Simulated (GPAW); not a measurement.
Crystal: Sb.

```
Sb
1.0
     3.16000    0.00000    0.00000
     0.00000    3.16000    0.00000
     0.00000    0.00000    3.16000
Sb
1
Direct
  0.00000 0.00000 0.00000
```

This isn't the form of Sb at room conditions, which is rhombohedral.

- Program: GPAW 26.7.0
- Task: relaxation of cell and atoms
- Functional: PBEsol
- Dispersion: D3(BJ)+ATM
- Potentials or basis: PAW data sets generated in the run's folder for this functional
- Cutoff: 600 eV
- Basis: pw
- k mesh: 8 × 8 × 8
- Occupations: fermi-dirac, width 0.05 eV
- Spin: no spin polarisation

At the start: pressure -6.9 GPa; volume 31.55 Å³/atom.

**Question.** Where does the relaxation end?

**Answer.** Over 4 steps the energy falls by 92.5 meV/atom and the volume is 27.72 Å³/atom (-12.1 %); space group Pm-3m (No. 221, to 0.05 Å).

The path:
| step | energy change (eV) | largest force (eV/Å) | pressure (GPa) | volume (Å³) |
| --- | --- | --- | --- | --- |
| 1 | 0.0000 | 0.0000 | -6.90 | 31.55 |
| 2 | -0.0633 | 0.0000 | -4.35 | 29.77 |
| 3 | -0.0912 | 0.0000 | 0.93 | 27.34 |
| 4 | -0.0925 | 0.0000 | -0.06 | 27.72 |

Final structure:
```xyz
1
Lattice="3.0265 0.0000 0.0000 0.0000 3.0265 0.0000 0.0000 0.0000 3.0265" Properties=species:S:1:pos:R:3 pbc="T T T"
Sb    0.0000    0.0000    0.0000
```

Caveat: later steps reuse the first step's grids; pairwise dispersion overbinds metals, which lowers pressure and volume.
